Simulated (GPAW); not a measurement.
# CdSe (Cadmoselite) (P6_3mc) in GPAW: notebook, part 2 of 2

GPAW 26.7.0. The steps go on from the part before.

## (3) Band structure, mBEEF, spin-orbit coupling, no magnetisation

Input file run.py:

```python
import numpy as np
from ase.dft.bandgap import bandgap
from ase.io import read, write
from ase.units import GPa
from gpaw import GPAW, PW
from gpaw.spinorbit import soc_eigenstates

atoms = read('POSCAR')

calc = GPAW(mode=PW(600),
            xc='mBEEF',
            kpts={'size': (5, 5, 3), 'gamma': True},
            occupations={'name': 'fermi-dirac', 'width': 0.05},
            nbands=31,
            convergence={'density': 1e-05, 'energy': 1e-05},
            maxiter=150,
            txt='gpaw.txt')
atoms.calc = calc
energy = atoms.get_potential_energy()
forces = atoms.get_forces()
stress = atoms.get_stress()
calc.write('gs.gpw')
write('result.traj', atoms)
print(f'Energy: {energy:.6f} eV')
print('Forces (eV/A):')
print(forces.round(4))
print('Stress (GPa):', (stress / GPa).round(3))
print('Fermi level:', round(calc.get_fermi_level(), 4), 'eV')
print(f'Gap: {bandgap(calc)[0]:.4f} eV, direct: {bandgap(calc, direct=True)[0]:.4f} eV')

path = atoms.cell.bandpath('GMKGALHA,LM,KH', npoints=80, eps=1e-4)
bs_calc = calc.fixed_density(kpts=path, symmetry='off', nbands=52,
                             convergence={'bands': 'CBM+6.0', 'eigenstates': 1e-6}, txt='bands.txt')
bs = bs_calc.band_structure()
bs.write('bs.json')
print(f'Gap on the path: {bandgap(bs_calc)[0]:.4f} eV')

soc = soc_eigenstates(bs_calc, theta=54.7, phi=45, ignore_xc_potential=True)
np.savetxt('soc_bands.dat', soc.eigenvalues(), fmt='%.4f')
mesh = soc_eigenstates('gs.gpw', theta=54.7, phi=45, ignore_xc_potential=True)
np.savetxt('soc_mesh.dat', mesh.eigenvalues(), fmt='%.4f')
print('Fermi level with spin-orbit coupling:', round(mesh.fermi_level, 4), 'eV')
```

Input file POSCAR:

```
CdSe
1.0
    4.3000000000      0.0000000000      0.0000000000
   -2.1500000000      3.7239092363      0.0000000000
    0.0000000000      0.0000000000      7.0200000000
Cd Se
2 2
Direct
    0.6666666667      0.3333333333      0.5000000000
    0.3333333333      0.6666666667      0.0000000000
    0.6666666667      0.3333333333      0.8850000000
    0.3333333333      0.6666666667      0.3850000000
```

Potentials or basis: GPAW PAW data sets (gpaw-data 1.2.1), pw.

The run is started by

```
$ OMP_NUM_THREADS=1 python run.py
```

gpaw.txt:

```text
__  _  _
 | _ |_)|_||  |
 |__||  | ||/\| - 26.7.0

Input parameters:
  mode=PW(ecut=600.0),
  convergence={'density': 1e-05, 'energy': 1e-05},
  kpts=MonkhorstPack(size=(5, 5, 3), gamma=True),
  maxiter=150,
  nbands=31,
  occupations=Occupations(name='fermi-dirac', width=0.05),
  xc=XC(name='mBEEF')

Diagonalizing LCAO Hamiltonian
Converting LCAO to pw mode

            Se

        Se  Cd

        Cd

Atoms  # Å, Bohr magnetons
|   | symbol |         x |        y |        z |    initial magnetic moments |
|---|--------|-----------|----------|----------|-----------------------------|
| 0 |     Cd |  2.150000 | 1.241303 | 3.510000 | ( 0.0000,  0.0000,  0.0000) |
| 1 |     Cd | -0.000000 | 2.482606 | 0.000000 | ( 0.0000,  0.0000,  0.0000) |
| 2 |     Se |  2.150000 | 1.241303 | 6.212700 | ( 0.0000,  0.0000,  0.0000) |
| 3 |     Se | -0.000000 | 2.482606 | 2.702700 | ( 0.0000,  0.0000,  0.0000) |

Unit cell  # Å
| periodic |         x |        y |        z |  lengths |     angles |
|----------|-----------|----------|----------|----------|------------|
|      yes |  4.300000 | 0.000000 | 0.000000 | 4.300000 |  90.000000 |
|      yes | -2.150000 | 3.723909 | 0.000000 | 4.300000 |  90.000000 |
|      yes |  0.000000 | 0.000000 | 7.020000 | 7.020000 | 120.000000 |

Number of symmetries: 6
Symmetry operations  # r_c * U_cc + t_c -> r_c
|   | kind |            matrix            |
|---|------|------------------------------|
| 0 |  σ   |  1, 1, 0,  0,-1, 0,  0, 0, 1 |
| 1 |  E   |  1, 0, 0,  0, 1, 0,  0, 0, 1 |
| 2 |  C3  |  0, 1, 0, -1,-1, 0,  0, 0, 1 |
| 3 |  σ   |  0,-1, 0, -1, 0, 0,  0, 0, 1 |
| 4 |  σ   | -1, 0, 0,  1, 1, 0,  0, 0, 1 |
| 5 |  C3  | -1,-1, 0,  1, 0, 0,  0, 0, 1 |

BZ-sampling:
  Number of BZ points: 75
  Number of IBZ points: 12

  Monkhorst-Pack size: [5, 5, 3]
  Monkhorst-Pack shift: [0, 0, 0]

K-points  # in reciprocal-cell coordinates
|     |                                coordinates |     weight |
|-----|--------------------------------------------|------------|
|   0 | (  0.00000000,   0.00000000,   0.00000000) | 0.01333333 |
|   1 | (  0.00000000,   0.00000000,   0.33333333) | 0.02666667 |
|   2 | (  0.20000000,   0.00000000,  -0.33333333) | 0.08000000 |
|   3 | (  0.20000000,   0.00000000,   0.00000000) | 0.08000000 |
|   4 | (  0.20000000,   0.00000000,   0.33333333) | 0.08000000 |
|   5 | (  0.40000000,  -0.20000000,   0.00000000) | 0.08000000 |
|   6 | (  0.40000000,  -0.20000000,   0.33333333) | 0.16000000 |
|   7 | (  0.40000000,   0.00000000,  -0.33333333) | 0.08000000 |
|   8 | (  0.40000000,   0.00000000,   0.00000000) | 0.08000000 |
|   9 | (  0.40000000,   0.00000000,   0.33333333) | 0.08000000 |
| ... |                                            |            |
|  11 | (  0.40000000,   0.40000000,   0.33333333) | 0.16000000 |

Plane wave coefficients: 3791
Cutoff: 600.0 eV

Spin-components: 1 (collinear spins)
Bands:           31
Projectors:      22
Spin-degeneracy: 2
Datatype:        complex128

Parallelization:
  kpt:    1
  domain: 1
  band:   1

Density:
  Valence electrons: 36.0
  Components: 1
  Grid points: [25 25 40]
  Charge: 0.0  # |e|

Potential:
  Grid points: [25 25 40]

species:
  Cd:
    name:    Cadmium
    Z:       48.0
    valence: 12
    core:    36
    charge:  0.0  # [|e|]
    compensation charges:
      type: gauss
      rc: 0.38  # [Å]
      lmax: 2
    cutoffs:
      filter: 2.12  # [Å]
      core: 2.62  # [Å]
    projectors
    | kind |    occ | energy [eV] | rcut [Å] |
    |------|--------|-------------|----------|
    |   5s |  2.000 |      -5.655 |    1.191 |
    |   5p |  0.000 |      -1.186 |    1.228 |
    |   4d | 10.000 |     -11.739 |    1.164 |
    |    s |        |      21.556 |    1.191 |
    |    p |        |      26.026 |    1.228 |
    |    d |        |      15.473 |    1.164 |

    Using partial waves for Cd as LCAO basis

  Se:
    name:    Selenium
    Z:       34.0
    valence: 6
    core:    28
    charge:  0.0  # [|e|]
    compensation charges:
      type: gauss
      rc: 0.27  # [Å]
      lmax: 2
    cutoffs:
      filter: 1.77  # [Å]
      core: 2.67  # [Å]
    projectors
    | kind |    occ | energy [eV] | rcut [Å] |
    |------|--------|-------------|----------|
    |   4s |  2.000 |     -17.277 |    0.847 |
    |   4p |  4.000 |      -6.512 |    1.005 |
    |    s |        |       9.935 |    0.847 |
    |    p |        |      20.699 |    1.005 |
    |    d |        |       0.000 |    0.847 |

    Using partial waves for Se as LCAO basis

Reference energy: -436553.300934  # eV

eigensolver:
  PPCG
  Converge bands: occupied
  niter=2

density mixing:
  MSR1-Mixer
  Pratt-step length: 0.05
  Maximum mixing coefficient: 0.75
  Old densities: 10
  SVD Regularization: 0.005
  Good broyden scale: 1.0
  Trust region scale: 1.0
  Backstep threshold: 4.0
  History deletion threshold: 6.0
  Fourier metric: weight=20.0, sigma=0.015

occupation numbers:
  Fermi-Dirac:
    width: 0.0500  # eV

poisson solver:
  ecut: 4800.0  # eV

xc functional:
  name: mBEEF with 2 nearest neighbor stencil

convergence criteria:
- Maximum integral of absolute [dens]ity change: 1e-05 electrons / valence electron
- Maximum [total energy] change in last 3 cyles: 1e-05 eV / valence electron
- Maximum integral of absolute [eigenst]ate change: 4e-08 eV^2 / valence electron
maximum number of iterations: 150

SCF iterations
|iter     | |      energy | eigst |  dens |
|---------|-|-------------|-------|-------|
|iter:   1| | -437.395477 | -0.61 |       |
|iter:   2| | -421.320903 | -0.65 | -1.17 |
|iter:   3| | -422.935365 | -1.09 | -1.14 |
|iter:   4| | -421.174866 | -1.33 | -1.06 |
|iter:   5| | -421.085753 | -2.11 | -1.49 |
|iter:   6| | -421.105845 | -2.67 | -1.94 |
|iter:   7| | -421.105015 | -4.24 | -2.52 |
|iter:   8| | -421.105139 | -4.93 | -3.14 |
|iter:   9| | -421.105126c| -6.02 | -3.46 |
|iter:  10| | -421.105128c| -7.04 | -4.41 |
|iter:  11| | -421.105128c| -7.81c| -4.65 |
|iter:  12| | -421.105128c| -7.49c| -4.96 |
|iter:  13| | -421.105128c| -8.64c| -5.97c|

Converged in 13 steps
Energy contributions relative to reference atoms: (reference = -436553.300934)

Energy contributions:
  Kinetic:         106.305822
  Coulomb:         -95.838784
  Zero:             -0.131897
  External:          0.000000
  Xc:             -431.440268
  Entropy:          -0.000000
  Spinorbit:         0.000000
  ----------------------------
  Free energy:    -421.105128
  Extrapolated:   -421.105128

dipole moment: (0.000006, 0.000010, -18.186527)  # |e|*Ang

Fermi level: 3.802
Eigenvalues  # (at kpt = [0.000, 0.000, 0.000])
| band index |      eig [eV] | occ [0-2] |
|------------|---------------|-----------|
|          0 |        -9.858 |     2.000 |
|        ... |               |           |
|         10 |        -4.602 |     2.000 |
|         11 |        -4.319 |     2.000 |
|         12 |        -1.078 |     2.000 |
|         13 |         2.376 |     2.000 |
|         14 |         2.376 |     2.000 |
|         15 |         3.067 |     2.000 |
[... 8 lines left out ...]
|         24 |        10.656 |     0.000 |
|         25 |        11.528 |     0.000 |
|        ... |               |           |
|         30 |        15.111 |     0.000 |

Gap: 1.377 eV
Transition (v -> c):
  (s=0, k=0, n=17, [0.00, 0.00, 0.00]) -> (s=0, k=0, n=18, [0.00, 0.00, 0.00])
No difference between direct/indirect transitions

Forces  # eV/Ang
|        x |       y |        z |
|----------|---------|----------|
|  0.00000 | 0.00000 |  0.26133 |  # Cd   0
| -0.00000 | 0.00000 |  0.26127 |  # Cd   1
|  0.00000 | 0.00000 | -0.26156 |  # Se   2
|  0.00000 | 0.00000 | -0.26157 |  # Se   3

Stress tensor  # eV/Ang^3
|         x |         y |         z |
|-----------|-----------|-----------|
| -0.016687 |  0.000000 |  0.000000 |
|  0.000000 | -0.016687 | -0.000000 |
|  0.000000 | -0.000000 | -0.005485 |

# Writing to gs.gpw (mode='')
```

It took 4.4 min on 1 thread of Intel Xeon Platinum 8488C (Sapphire Rapids), shared host; peak memory 0.72 GiB.

What came out:

```
Free energy             : -421.1051 eV
Pressure                : 2.1 GPa
Largest force           : 0.262 eV/Å
Band gap on the k mesh  : 1.25 eV, direct
Band gap along the path : 1.25 eV, direct
```

Forces on the atoms (eV/Å):
```
Cd   0.000  0.000  0.261
Cd   0.000  0.000  0.261
Se   0.000  0.000 -0.262
Se   0.000  0.000 -0.262
```

Levels at the corners of the path, in eV from the valence-band top:
```csv
point,band 32,band 33,band 34,band 35,band 36,band 37,band 38,band 39,band 40,band 41
Γ,-0.38,-0.01,-0.01,0.00,0.00,1.25,1.25,2.59,2.59,6.08
M,-1.96,-1.35,-1.35,-0.93,-0.93,3.67,3.67,3.78,3.78,5.29
K,-1.96,-1.91,-1.86,-1.76,-1.76,4.92,4.92,5.01,5.19,5.23
Γ,-0.38,-0.01,-0.01,0.00,0.00,1.25,1.25,2.59,2.59,6.08
A,-0.61,-0.37,-0.37,-0.37,-0.37,2.79,2.79,2.79,2.79,6.30
L,-1.54,-1.35,-1.35,-1.35,-1.35,3.47,3.47,3.47,3.47,5.26
H,-2.49,-1.22,-1.22,-1.16,-1.16,4.23,4.23,4.30,4.30,6.39
A,-0.61,-0.37,-0.37,-0.37,-0.37,2.79,2.79,2.79,2.79,6.30
L,-1.54,-1.35,-1.35,-1.35,-1.35,3.47,3.47,3.47,3.47,5.26
M,-1.96,-1.35,-1.35,-0.93,-0.93,3.67,3.67,3.78,3.78,5.29
K,-1.96,-1.91,-1.86,-1.76,-1.76,4.92,4.92,5.01,5.19,5.23
H,-2.49,-1.22,-1.22,-1.16,-1.16,4.23,4.23,4.30,4.30,6.39
```

Caveat: spin-orbit coupling was added after a scalar SCF, so levels and gaps hold it while energy, forces, pressure and moments don't; this program's spin-orbit splittings come out too wide for heavy elements; the PAW data sets were made with another functional, which shifts forces and pressure a little.

## (4) Comparison with measurements

Step 3. Measured gap of CdSe: 1.841 eV (2 K; a printed reference work, data compilation). This calculation gives 1.25 eV (-0.59 eV). The value is that of mBEEF, without temperature or zero-point motion.
